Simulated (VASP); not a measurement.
# CdS (Hawleyite) (F-43m) in VASP: further runs

One crystal, CdS (Hawleyite), is run at these levels: HSE06, HSE03, PBE0; tasks: band structure.

Program: VASP 6.6.1. These are calculated values, not measurements. Logs are shortened: lines on timing, memory, paths and dates and some standing lists are left out, and cuts for length are marked.

## Step 1: The structure

The structure is cubic, space group F-43m (No. 216). The conventional cell has a = 5.833 Å, b = 5.833 Å, c = 5.833 Å, α = 90.00°, β = 90.00°, γ = 90.00°. Cd (site symmetry -43m) has 4 S at 2.53 Å as nearest neighbours. Around S (site symmetry -43m) lie 4 Cd at 2.53 Å.

## Step 2: Band structure, HSE06

POSCAR

```
CdS
1.0
    0.0000000000      2.9165000000      2.9165000000
    2.9165000000      0.0000000000      2.9165000000
    2.9165000000      2.9165000000      0.0000000000
Cd S
1 1
Direct
    0.0000000000      0.0000000000      0.0000000000
    0.7500000000      0.7500000000      0.7500000000
```

INCAR.step1

```
SYSTEM = CdS
PREC = Accurate
ENCUT = 520
EDIFF = 1E-5
ISMEAR = 0
SIGMA = 0.02
LREAL = .FALSE.
LASPH = .TRUE.
NELM = 100
ALGO = Normal
ISIF = 2
LWAVE = .TRUE.
LCHARG = .FALSE.
NBANDS = 16
GGA = PE
KPAR = 4
```

INCAR.step2

```
SYSTEM = CdS
PREC = Accurate
ENCUT = 520
EDIFF = 1E-7
ISMEAR = 0
SIGMA = 0.02
LREAL = .FALSE.
LASPH = .TRUE.
NELM = 100
ALGO = Normal
ISIF = 2
LWAVE = .FALSE.
LCHARG = .FALSE.
GGA = PE
LHFCALC = .TRUE.
HFSCREEN = 0.2
PRECFOCK = Fast
NBANDS = 16
ISTART = 1
KPAR = 4
```

KPOINTS

```
Automatic mesh
0
G
  6 6 6
  0 0 0
```

KPOINTS_OPT

```
path GXWKGLUWLK,UX
12
line-mode
reciprocal
 0.0000000000  0.0000000000  0.0000000000  G
 0.5000000000  0.0000000000  0.5000000000  X

 0.5000000000  0.0000000000  0.5000000000  X
 0.5000000000  0.2500000000  0.7500000000  W

 0.5000000000  0.2500000000  0.7500000000  W
 0.3750000000  0.3750000000  0.7500000000  K

 0.3750000000  0.3750000000  0.7500000000  K
 0.0000000000  0.0000000000  0.0000000000  G

 0.0000000000  0.0000000000  0.0000000000  G
 0.5000000000  0.5000000000  0.5000000000  L

 0.5000000000  0.5000000000  0.5000000000  L
 0.6250000000  0.2500000000  0.6250000000  U

 0.6250000000  0.2500000000  0.6250000000  U
 0.5000000000  0.2500000000  0.7500000000  W

 0.5000000000  0.2500000000  0.7500000000  W
 0.5000000000  0.5000000000  0.5000000000  L

 0.5000000000  0.5000000000  0.5000000000  L
 0.3750000000  0.3750000000  0.7500000000  K

 0.6250000000  0.2500000000  0.6250000000  U
 0.5000000000  0.0000000000  0.5000000000  X
```

Potentials or basis: VASP PAW PBE potentials, release 64 (Cd, S).

Run with:

```console
$ cat potpaw_PBE.64/Cd/POTCAR potpaw_PBE.64/S/POTCAR > POTCAR
$ cp INCAR.step1 INCAR
$ mpirun -np 4 vasp_std > vasp.out
$ cp INCAR.step2 INCAR
$ mpirun -np 4 vasp_std > vasp.out
```

OUTCAR:

```text
SYSTEM = CdS
   PREC = Accurate
   ENCUT = 520
   EDIFF = 1E-7
   ISMEAR = 0
   LREAL = .FALSE.
   LASPH = .TRUE.
   NELM = 100
   ISIF = 2
   GGA = PE
   LHFCALC = .TRUE.
   HFSCREEN = 0.2
   PRECFOCK = Fast
   ISTART = 1

 ion  position               nearest neighbor table
   1  0.000  0.000  0.000-   2 2.53   2 2.53   2 2.53   2 2.53
   2  0.750  0.750  0.750-   1 2.53   1 2.53   1 2.53   1 2.53

  LATTYP: Found a face centered cubic cell.
 ALAT       =     5.8330000000

  Lattice vectors:

 A1 = (   0.0000000000,   2.9165000000,   2.9165000000)
 A2 = (   2.9165000000,   0.0000000000,   2.9165000000)
 A3 = (   2.9165000000,   2.9165000000,   0.0000000000)

Analysis of symmetry for initial positions (statically):
=====================================================================
 Subroutine PRICEL returns:
 Original cell was already a primitive cell.

 Routine SETGRP: Setting up the symmetry group for a
 face centered cubic supercell.

 Subroutine GETGRP returns: Found 24 space group operations
 (whereof 24 operations were pure point group operations)
 out of a pool of 48 trial point group operations.

The static configuration has the point symmetry T_d .

Analysis of symmetry for dynamics (positions and initial velocities):
=====================================================================
 Subroutine PRICEL returns:
 Original cell was already a primitive cell.

 Routine SETGRP: Setting up the symmetry group for a
 face centered cubic supercell.

 Subroutine GETGRP returns: Found 24 space group operations
 (whereof 24 operations were pure point group operations)
 out of a pool of 48 trial point group operations.

The dynamic configuration has the point symmetry T_d .

 Subroutine INISYM returns: Found 24 space group operations
 (whereof 24 operations are pure point group operations),
 and found     1 'primitive' translations

----------------------------------------------------------------------------------------

                                     Primitive cell

  volume of cell :      49.6153

  direct lattice vectors                    reciprocal lattice vectors
     0.000000000  2.916500000  2.916500000    -0.171438368  0.171438368  0.171438368
     2.916500000  0.000000000  2.916500000     0.171438368 -0.171438368  0.171438368
     2.916500000  2.916500000  0.000000000     0.171438368  0.171438368 -0.171438368
[... 82 lines left out ...]
   ISYM   =      3    0-nonsym 1-usesym 2-fastsym
   POTIM  = 0.5000    time-step for ionic-motion
   TEBEG  =    0.0;   TEEND  =   0.0 temperature during run
   PSTRESS=    0.0 pullay stress
   NELECT =      18.0000    total number of electrons
   NUPDOWN=      -1.0000    fix difference up-down
   EMIN   =  10.00;   EMAX   =-10.00  energy-range for DOS
   EFERMI =   0.00;   METHOD = LEGACY
   ISMEAR =     0;   SIGMA  =   0.02  broadening in eV -4-tet -1-fermi 0-gaus
   EFERMI_NEDOS =   21; number of points for ismear=-14 and -15
   IALGO  =     38    algorithm
   IMIX   =      1    mixing-type and parameters
     AMIX     =   0.40;   BMIX     =  1.00
     AMIX_MAG =   1.60;   BMIX_MAG =  1.00
  volume/ion in A,a.u.               =      24.81       167.41
  Fermi-wavevector in a.u.,A,eV,Ry     =   1.167599  2.206442 18.548649  1.363287
  Thomas-Fermi vector in A             =   2.304097
   LORBIT       =      0    0 simple, 1 ext, 2 COOP (PROOUT), +10 PAW based schemes
   GGA     = PE    functional components
   LHFCALC =     T    Hartree Fock is set to
   PRECFOCK=fast      Normal, Fast or Accurate (Low or Medium for compatibility)
   ENCUT4O =  -1.0   cutoff for four orbital integrals eV
   NKREDX  =     1    reduce k-point grid by
   NKREDY  =     1    reduce k-point grid by
   NKREDZ  =     1    reduce k-point grid by
   AEXX    =    0.2500 exact exchange contribution
   HFSCREEN=    0.2000 screening length (either q_TF or 0.3 A-1)
   HFSCREENC=   0.2000 screening length for correlation (either q_TF or 0.3 A-1)
   ENCUTFOCK=  -1.0 apply spherical cutoff to Coloumb kernel
   IVDW    =     0    specifies the selected vdW correction
   LEPSILON=     F    determine dielectric tensor
   LRPA    =     F    only Hartree local field effects (RPA)
 non-spin polarized calculation
 Gauss-broadening in eV      SIGMA  =   0.02
  energy-cutoff  :      520.00
  volume of cell :       49.62
 maximum number of plane-waves:      1363
 NGX is ok and might be reduce to    32
  NGX = 18; NGY = 18; NGZ = 18

 number of electron      18.0000004 magnetization

 Free energy of the ion-electron system (eV)
  ---------------------------------------------------
  ext. energy  EPLUGINS =         0.00000000
  ---------------------------------------------------
  free energy    TOTEN  =        -7.63114931 eV

  energy without entropy =       -7.63114931  energy(sigma->0) =       -7.63114931

 E-fermi :   0.7429     XC(G=0):  -7.5794

 val. band max:        0.6534314044   @ k =   0.0000   0.0000   0.0000
 cond. band min:       2.8408623744   @ k =   0.0000   0.0000   0.0000
 fundamental gap:      2.1874309700
 Fermi energy:         0.7429332569

 k-point     1 :       0.0000    0.0000    0.0000
  band No.  band energies     occupation
      1     -12.9143      2.00000
      2      -8.2035      2.00000
      3      -8.2035      2.00000
      4      -8.2035      2.00000
      5      -7.7190      2.00000
      6      -7.7190      2.00000
[... 281 lines left out ...]
      3      -7.9349      2.00000
      4      -7.8002      2.00000
      5      -7.6789      2.00000
      6      -7.0773      2.00000
[... 8 lines left out ...]
     15      15.3645      0.00000
     16      15.3974      0.00000

------------------------ aborting loop because EDIFF is reached ----------------------------------------

  FORCE on cell =-STRESS in cart. coord.  units (eV):
  Direction    XX          YY          ZZ          XY          YZ          ZX
  --------------------------------------------------------------------------------------
  -------------------------------------------------------------------------------------
  Total        0.6299745      0.6299745      0.6299745      0.0000000      0.0000000      0.0000000
  in kB       20.3431229     20.3431229     20.3431229      0.0000000      0.0000000      0.0000000
  external PRESSURE =      20.3431229 kB  Pullay stress =       0.0000000 kB

 VOLUME and BASIS-vectors are now :
 -----------------------------------------------------------------------------
  energy-cutoff  :      520.00
  volume of cell :       49.62
      direct lattice vectors                 reciprocal lattice vectors
     0.000000000  2.916500000  2.916500000    -0.171438368  0.171438368  0.171438368
     2.916500000  0.000000000  2.916500000     0.171438368 -0.171438368  0.171438368
     2.916500000  2.916500000  0.000000000     0.171438368  0.171438368 -0.171438368

 POSITION                                       TOTAL-FORCE (eV/Angst)
 -----------------------------------------------------------------------------------
      0.00000      0.00000      0.00000         0.000000     -0.000000      0.000000
      4.37475      4.37475      4.37475        -0.000000      0.000000     -0.000000
 -----------------------------------------------------------------------------------
    total drift:                               -0.000016     -0.000017     -0.000011

  FREE ENERGIE OF THE ION-ELECTRON SYSTEM (eV)
  ---------------------------------------------------
  free  energy   TOTEN  =        -7.6311493147 eV

  energy  without entropy=       -7.6311493147  energy(sigma->0) =       -7.63114931
```

OUTCAR.step1:

```text
SYSTEM = CdS
   PREC = Accurate
   ENCUT = 520
   EDIFF = 1E-5
   ISMEAR = 0
   LREAL = .FALSE.
   LASPH = .TRUE.
[... 516 lines left out ...]
      0.00000      0.00000      0.00000        -0.000000     -0.000000     -0.000000
      4.37475      4.37475      4.37475         0.000000      0.000000      0.000000
 -----------------------------------------------------------------------------------
    total drift:                                0.000000      0.000000      0.000000

  FREE ENERGIE OF THE ION-ELECTRON SYSTEM (eV)
  ---------------------------------------------------
  free  energy   TOTEN  =        -6.1190586641 eV

  energy  without entropy=       -6.1190586641  energy(sigma->0) =       -6.11905866
```

Wall time 27 min (4 MPI ranks of Intel Xeon Platinum 8488C (Sapphire Rapids), shared host); peak memory 0.38 GiB.

Results:

- Free energy: -7.6311 eV
- Pressure: 2.0 GPa
- Band gap on the k mesh: 2.19 eV, direct
- Band gap along the path: 2.19 eV, direct

Levels at the corners of the path, in eV from the valence-band top:
```tsv
point	band 7	band 8	band 9	band 10	band 11	band 12
Γ	0.00	0.00	0.00	2.19	7.73	7.73
X	-4.23	-2.02	-2.02	4.47	5.49	10.58
X	-4.23	-2.02	-2.02	4.47	5.49	10.58
W	-4.12	-2.40	-2.38	6.44	6.80	8.47
W	-4.12	-2.40	-2.38	6.44	6.80	8.47
K	-4.17	-2.73	-1.64	5.26	6.69	9.70
K	-4.17	-2.73	-1.64	5.26	6.69	9.70
Γ	0.00	0.00	0.00	2.19	7.73	7.73
Γ	0.00	0.00	0.00	2.19	7.73	7.73
L	-4.70	-0.81	-0.81	4.13	8.18	8.18
L	-4.70	-0.81	-0.81	4.13	8.18	8.18
U	-4.17	-2.73	-1.64	5.26	6.69	9.70
U	-4.17	-2.73	-1.64	5.26	6.69	9.70
W	-4.12	-2.40	-2.38	6.44	6.80	8.47
W	-4.12	-2.40	-2.38	6.44	6.80	8.47
L	-4.70	-0.81	-0.81	4.13	8.18	8.18
L	-4.70	-0.81	-0.81	4.13	8.18	8.18
K	-4.17	-2.73	-1.64	5.26	6.69	9.70
U	-4.17	-2.73	-1.64	5.26	6.69	9.70
X	-4.23	-2.02	-2.02	4.47	5.49	10.58
```

Caveat: the PAW data sets were made with another functional, which shifts forces and pressure a little.

## Step 3: Band structure, HSE03

POSCAR is that of step 2.

INCAR.step1 is that of step 2.

INCAR.step2, as its differences from that of step 2:

```diff
@@ -15,3 +15,3 @@
 LHFCALC = .TRUE.
-HFSCREEN = 0.2
+HFSCREEN = 0.3
 PRECFOCK = Fast
```

KPOINTS is that of step 2.

KPOINTS_OPT is that of step 2.

Potentials or basis: VASP PAW PBE potentials, release 64 (Cd, S).

Run with:

```console
$ cat potpaw_PBE.64/Cd/POTCAR potpaw_PBE.64/S/POTCAR > POTCAR
$ cp INCAR.step1 INCAR
$ mpirun -np 4 vasp_std > vasp.out
$ cp INCAR.step2 INCAR
$ mpirun -np 4 vasp_std > vasp.out
```

OUTCAR:

```text
SYSTEM = CdS
   PREC = Accurate
   ENCUT = 520
   EDIFF = 1E-7
   ISMEAR = 0
   LREAL = .FALSE.
   LASPH = .TRUE.
   NELM = 100
   ISIF = 2
   GGA = PE
   LHFCALC = .TRUE.
   HFSCREEN = 0.3
   PRECFOCK = Fast
   ISTART = 1

 ion  position               nearest neighbor table
   1  0.000  0.000  0.000-   2 2.53   2 2.53   2 2.53   2 2.53
   2  0.750  0.750  0.750-   1 2.53   1 2.53   1 2.53   1 2.53

  LATTYP: Found a face centered cubic cell.
 ALAT       =     5.8330000000

  Lattice vectors:

 A1 = (   0.0000000000,   2.9165000000,   2.9165000000)
 A2 = (   2.9165000000,   0.0000000000,   2.9165000000)
 A3 = (   2.9165000000,   2.9165000000,   0.0000000000)

Analysis of symmetry for initial positions (statically):
=====================================================================
 Subroutine PRICEL returns:
 Original cell was already a primitive cell.

 Routine SETGRP: Setting up the symmetry group for a
 face centered cubic supercell.

[... 163 lines left out ...]
  free energy    TOTEN  =        -7.38821208 eV

  energy without entropy =       -7.38821208  energy(sigma->0) =       -7.38821208

 E-fermi :   0.9110     XC(G=0):  -7.7332

 val. band max:        0.7779274951   @ k =   0.0000   0.0000   0.0000
 cond. band min:       2.7555859150   @ k =   0.0000   0.0000   0.0000
 fundamental gap:      1.9776584199
 Fermi energy:         0.9109633654

 k-point     1 :       0.0000    0.0000    0.0000
  band No.  band energies     occupation
      1     -12.7022      2.00000
      2      -8.0081      2.00000
      3      -8.0081      2.00000
      4      -8.0081      2.00000
      5      -7.5262      2.00000
      6      -7.5262      2.00000
[... 281 lines left out ...]
      3      -7.7402      2.00000
      4      -7.6063      2.00000
      5      -7.4853      2.00000
      6      -6.8855      2.00000
[... 8 lines left out ...]
     15      15.2138      0.00000
     16      15.2341      0.00000

------------------------ aborting loop because EDIFF is reached ----------------------------------------

  FORCE on cell =-STRESS in cart. coord.  units (eV):
  Direction    XX          YY          ZZ          XY          YZ          ZX
  --------------------------------------------------------------------------------------
  -------------------------------------------------------------------------------------
  Total        0.6792350      0.6792350      0.6792350     -0.0000000      0.0000000     -0.0000000
  in kB       21.9338410     21.9338410     21.9338410     -0.0000000      0.0000000     -0.0000000
  external PRESSURE =      21.9338410 kB  Pullay stress =       0.0000000 kB

 VOLUME and BASIS-vectors are now :
 -----------------------------------------------------------------------------
  energy-cutoff  :      520.00
  volume of cell :       49.62
      direct lattice vectors                 reciprocal lattice vectors
     0.000000000  2.916500000  2.916500000    -0.171438368  0.171438368  0.171438368
     2.916500000  0.000000000  2.916500000     0.171438368 -0.171438368  0.171438368
     2.916500000  2.916500000  0.000000000     0.171438368  0.171438368 -0.171438368

 POSITION                                       TOTAL-FORCE (eV/Angst)
 -----------------------------------------------------------------------------------
      0.00000      0.00000      0.00000         0.000000      0.000000     -0.000000
      4.37475      4.37475      4.37475        -0.000000     -0.000000      0.000000
 -----------------------------------------------------------------------------------
    total drift:                               -0.000016     -0.000018     -0.000011

  FREE ENERGIE OF THE ION-ELECTRON SYSTEM (eV)
  ---------------------------------------------------
  free  energy   TOTEN  =        -7.3882120752 eV

  energy  without entropy=       -7.3882120752  energy(sigma->0) =       -7.38821208
```

OSZICAR.step1:

```text
N       E                     dE             d eps       ncg     rms          rms(c)
DAV:   1     0.111073585797E+03    0.11107E+03   -0.90253E+03   520   0.102E+03
DAV:   2    -0.238685309740E+01   -0.11346E+03   -0.10737E+03   616   0.257E+02
DAV:   3    -0.663749737531E+01   -0.42506E+01   -0.42430E+01   656   0.519E+01
DAV:   4    -0.666417083156E+01   -0.26673E-01   -0.26671E-01   632   0.396E+00
DAV:   5    -0.666453814036E+01   -0.36731E-03   -0.36731E-03   632   0.442E-01    0.812E+00
DAV:   6    -0.613818321763E+01    0.52635E+00   -0.83438E-01   768   0.116E+01    0.651E+00
DAV:   7    -0.611861881596E+01    0.19564E-01   -0.19950E-01   624   0.305E+00    0.316E+00
DAV:   8    -0.611894930608E+01   -0.33049E-03   -0.18568E-02   568   0.173E+00    0.313E-01
DAV:   9    -0.611886063614E+01    0.88670E-04   -0.21765E-03   632   0.697E-01    0.599E-02
DAV:  10    -0.611898409267E+01   -0.12346E-03   -0.24822E-04   624   0.161E-01    0.668E-02
DAV:  11    -0.611906647985E+01   -0.82387E-04   -0.12431E-04   640   0.913E-02    0.206E-02
DAV:  12    -0.611905866414E+01    0.78157E-05   -0.25172E-05   536   0.671E-02
   1 F= -.61190587E+01 E0= -.61190587E+01  d E =-.337237E-22
```

Wall time 24 min (4 MPI ranks of Intel Xeon Platinum 8488C (Sapphire Rapids), shared host); peak memory 0.38 GiB.

Results:

| Quantity | Value |
| --- | --- |
| Free energy | -7.3882 eV |
| Pressure | 2.2 GPa |
| Band gap on the k mesh | 1.98 eV, direct |
| Band gap along the path | 1.98 eV, direct |

Levels at the corners of the path, in eV from the valence-band top:
| point | band 7 | band 8 | band 9 | band 10 | band 11 | band 12 |
| --- | --- | --- | --- | --- | --- | --- |
| Γ | 0.00 | 0.00 | 0.00 | 1.98 | 7.48 | 7.48 |
| X | -4.16 | -1.99 | -1.99 | 4.25 | 5.25 | 10.30 |
| X | -4.16 | -1.99 | -1.99 | 4.25 | 5.25 | 10.30 |
| W | -4.06 | -2.37 | -2.35 | 6.21 | 6.53 | 8.22 |
| W | -4.06 | -2.37 | -2.35 | 6.21 | 6.53 | 8.22 |
| K | -4.11 | -2.68 | -1.62 | 5.03 | 6.43 | 9.44 |
| K | -4.11 | -2.68 | -1.62 | 5.03 | 6.43 | 9.44 |
| Γ | 0.00 | 0.00 | 0.00 | 1.98 | 7.48 | 7.48 |
| Γ | 0.00 | 0.00 | 0.00 | 1.98 | 7.48 | 7.48 |
| L | -4.63 | -0.79 | -0.79 | 3.90 | 7.93 | 7.93 |
| L | -4.63 | -0.79 | -0.79 | 3.90 | 7.93 | 7.93 |
| U | -4.11 | -2.68 | -1.62 | 5.03 | 6.43 | 9.44 |
| U | -4.11 | -2.68 | -1.62 | 5.03 | 6.43 | 9.44 |
| W | -4.06 | -2.37 | -2.35 | 6.21 | 6.53 | 8.22 |
| W | -4.06 | -2.37 | -2.35 | 6.21 | 6.53 | 8.22 |
| L | -4.63 | -0.79 | -0.79 | 3.90 | 7.93 | 7.93 |
| L | -4.63 | -0.79 | -0.79 | 3.90 | 7.93 | 7.93 |
| K | -4.11 | -2.68 | -1.62 | 5.03 | 6.43 | 9.44 |
| U | -4.11 | -2.68 | -1.62 | 5.03 | 6.43 | 9.44 |
| X | -4.16 | -1.99 | -1.99 | 4.25 | 5.25 | 10.30 |

Caveat: the PAW data sets were made with another functional, which shifts forces and pressure a little.

(Part 1 of 2 ends here.)
